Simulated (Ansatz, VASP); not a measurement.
# ZrB2: VASP beside Ansatz

Contents of INCAR:

```
SYSTEM = ZrB2
PREC = Accurate
ENCUT = 520
EDIFF = 1E-6
ISMEAR = -1
SIGMA = 0.05
LREAL = .FALSE.
LASPH = .TRUE.
NELM = 150
ALGO = Normal
ISIF = 2
LWAVE = .FALSE.
LCHARG = .FALSE.
LMAXMIX = 4
LDAU = .TRUE.
LDAUTYPE = 2
LDAUL = 2 -1
LDAUU = 4 0
LDAUJ = 0 0
LDAUPRINT = 1
GGA = PS
NBANDS = 16
```

KPOINTS

```
regular mesh
0
G
  10 10 8
  0 0 0
```

Contents of POSCAR:

```
ZrB2
1.0
    3.1700000000      0.0000000000      0.0000000000
   -1.5850000000      2.7453005300      0.0000000000
    0.0000000000      0.0000000000      3.5330000000
Zr B
1 2
Direct
    0.0000000000      0.0000000000      0.0000000000
    0.6666666667      0.3333333333      0.5000000000
    0.3333333333      0.6666666667      0.5000000000
```

Contents of input.yaml:

```yaml
crystal:
  lattice:
    - [3.17, 0.0, 0.0]
    - [-1.585, 2.74530053, 0.0]
    - [0.0, 0.0, 3.533]
  atoms:
    - { symbol: Zr, position: [0.0, 0.0, 0.0] }
    - { symbol: B, position: [0.6666666667, 0.3333333333, 0.5] }
    - { symbol: B, position: [0.3333333333, 0.6666666667, 0.5] }
kpoints:
  mp_grid: { grid: [10, 10, 8] }
scf:
  occupations: { method: fermi_dirac, width: 0.05 }
hamiltonian:
  xc: pbesol
  pseudopotentials: { kind: all_electron, lapw: { basis_error: 0.002 } }
  hubbard:
    sites: [{ species: Zr, l: d, u_eff: 4 }]
    double_counting: fll
    projectors: ortho-atomic
output:
  forces: true
  stress: true
  eigenvalues: true
  dos: { projected: false, de: 0.1, e_range: [-10, 6] }
  hubbard: {}
```

Alike in both runs: functional PBEsol; k mesh 10 × 10 × 8; occupations fermi-dirac, width 0.05 eV; no spin polarisation; Hubbard terms Zr d U = 4.0 eV.

|  | VASP | Ansatz |
| --- | --- | --- |
| version | VASP 6.6.1 | Ansatz 0.2.0 |
| potentials or method | VASP PAW PBE potentials, release 64 (Zr_sv, B) | all-electron LAPW, scalar-relativistic |
| plane-wave cutoff (eV) | 520 | see its input |
| task | single point | density of states |

VASP gave:

```
gap on the k mesh at the Fermi level (eV)       : none
pressure (GPa)                                  : 5.6
largest component of the traceless stress (GPa) : 1.60
```

Q: Estimate Ansatz's values.

A: gap on the k mesh at the Fermi level (eV): none; pressure (GPa): -0.5; largest component of the traceless stress (GPa): 2.01.

The programs project onto different local orbitals, so the same U acts differently. A gap of «none» marks a metal or a gap that the smearing closes. Ansatz ran all-electron here, so the differences hold the error of VASP's frozen core and of both bases.

Caveats: U without spin polarisation on a metal has little footing; the U is typed as a test and isn't derived for this compound; the PAW data sets were made with another functional, which shifts forces and pressure a little (VASP); U is the effective U less J, on atomic orbitals that reach past the spheres (Ansatz); the density of states is complete only up to the lowest level of the last band computed (Ansatz).
